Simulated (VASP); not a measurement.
**SnS2: single point with PBE+D3(BJ)**

SnS2:

```xyz
3
Lattice="3.6691 0.0000 0.0000 -1.8345 3.1775 0.0000 0.0000 0.0000 5.8095" Properties=species:S:1:pos:R:3 pbc="T T T"
Sn    0.0000    0.0000    0.0000
S     0.0000    2.1183    1.4779
S     1.8345    1.0592    4.3316
```

The cell is a database's computed one.

| Property | Result |
| --- | --- |
| Program | VASP 6.6.1 |
| Task | single point |
| Functional | PBE |
| Dispersion | D3(BJ) |
| Potentials or basis | VASP PAW PBE potentials, release 64 (Sn_d, S) |
| Cutoff | 520 eV |
| k mesh | 9 × 9 × 6 |
| Occupations | gaussian, width 0.02 eV |
| Spin | no spin polarisation |
| Dipole correction | no |
| Further INCAR settings | ALGO = Fast; EDIFF = 1e-07; NBANDS = 20 |

- Pressure: -0.1 GPa
- Band gap on the k mesh: 1.25 eV, indirect (least direct gap 1.74 eV)
- Dispersion energy per atom: -0.328 eV

Levels at points of the mesh, in eV from the valence-band top:
```tsv
k point	band 10	band 11	band 12	band 13	band 14	band 15	band 16	band 17
(0.00, 0.00, 0.00)	-0.72	-0.48	-0.48	0.00	1.74	3.53	5.32	5.32
(0.00, 0.00, 0.50)	-0.83	-0.83	-0.32	-0.32	2.97	3.60	5.02	5.02
```

Run time: 52 s on 1 thread of Intel(R) Xeon(R) 6975P-C (Granite Rapids), with other jobs on the host, peak memory 0.23 GiB.

Caveat: spin-orbit coupling is left out, which moves the levels of the heavy elements; an odd mesh through Γ misses points on the zone boundary, where band edges often lie.
